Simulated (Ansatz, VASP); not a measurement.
One calculation of Ni, two programs

The input INCAR:

```
SYSTEM = Ni
  ALGO = Normal
  EDIFF = 1E-6
  ENCUT = 520
  GGA = PS
  ISIF = 2
  ISMEAR = -1
  ISPIN = 2
  LASPH = .True.
  LCHARG = .False.
  LMAXMIX = 4
  LORBIT = 11
  LREAL = .False.
  LWAVE = .False.
  MAGMOM = 1
  NBANDS = 15
  NELM = 150
  PREC = Accurate
  SIGMA = 0.05
```

The input KPOINTS:

```
k-points
0
Gamma
  11 11 11
  0 0 0
```

Contents of POSCAR:

```
Ni
1.0
    0.0000000000      1.7375729330      1.7201972037
    1.7375729330      0.0000000000      1.7201972037
    1.7375729330      1.7375729330      0.0000000000
Ni
1
Direct
    0.0000000000      0.0000000000      0.0000000000
```

The input input.yaml:

```yaml
crystal:
  lattice:
    - [0.0, 1.737572933, 1.7201972037]
    - [1.737572933, 0.0, 1.7201972037]
    - [1.737572933, 1.737572933, 0.0]
  atoms:
    - { symbol: Ni, position: [0.0, 0.0, 0.0], spin: 1.0 }
hamiltonian:
  xc: pbesol
  pseudopotentials: { kind: paw }
magnetization:
  spin_polarized: true
kpoints:
  mp_grid: { grid: [11, 11, 11] }
scf:
  occupations: { method: fermi_dirac, width: 0.05 }
output:
  forces: true
  stress: true
  eigenvalues: true
```

Alike in both runs: task single point; functional PBEsol; k mesh 11 × 11 × 11; occupations fermi-dirac, width 0.05 eV; collinear spin.

```csv
,VASP,Ansatz
version,VASP 6.6.1,Ansatz 0.2.0
potentials or method,"VASP PAW PBE potentials, release 64 (Ni)",Ansatz PAW
plane-wave cutoff (eV),520,420
valence electrons in the cell,10,18
```

Ansatz gave:

```
gap on the k mesh at the Fermi level (eV)                     : none
pressure (GPa)                                                : -0.4
largest component of the traceless stress (GPa)               : 0.97
net moment per atom (μB)                                      : 0.58
size of the moment on the site where the two differ most (μB) : 0.61
```

Question: What did VASP give for the same quantities?

Answer: gap on the k mesh at the Fermi level (eV): none; pressure (GPa): -0.5; largest component of the traceless stress (GPa): 0.94; net moment per atom (μB): 0.57; size of the moment on the site where the two differ most (μB): 0.58.

Site moments also hang on the region over which each program counts them. A gap of «none» marks a metal or a gap that the smearing closes. The two sets of potentials don't hold the same shells in valence.

Caveats: the PAW data sets were made with another functional, which shifts forces and pressure a little (VASP); the PAW data sets come from PBE, with cores solved anew for the run's functional, which leaves a small shift of forces and pressure (Ansatz).
